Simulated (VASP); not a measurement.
Crystal: Nd.

```
Nd
1.0
     0.00000    2.60492    2.60492
     2.60492    0.00000    2.60492
     2.60492    2.60492    0.00000
Nd
1
Direct
  0.00000 0.00000 0.00000
```

This isn't the form of Nd at room conditions, which is double hcp.

Base run:

```yaml
Program: VASP 6.6.1
Functional: PBE
Potentials_or_basis: VASP PAW PBE potentials, release 64 (Nd)
Cutoff: 520 eV
k_mesh: 9 × 9 × 9
Occupations: fermi-dirac, width 0.05 eV
Spin: collinear spin, ferromagnetic start
Starting_moments: "[3.0] μB"
```

Its results: band gap on the k mesh none (metal or under the smearing width); pressure -0.2 GPa; net moment 4.18 μB per cell; site moments Nd +3.38 μB.

Question: The run is repeated on the same cell with these changes: functional from PBE to RPBE; cutoff from 520 eV to 500 eV; occupations from fermi-dirac, width 0.05 eV to gaussian, width 0.02 eV. What comes out?

Answer: Band gap on the k mesh none (metal or under the smearing width); pressure 1.4 GPa; net moment 4.23 μB per cell; site moments Nd +3.39 μB.

Caveats: the magnetic or orbital state may not be the lowest; spin-orbit coupling is left out, which moves the levels of the heavy elements; the PAW data sets were made with another functional, which shifts forces and pressure a little (some runs).
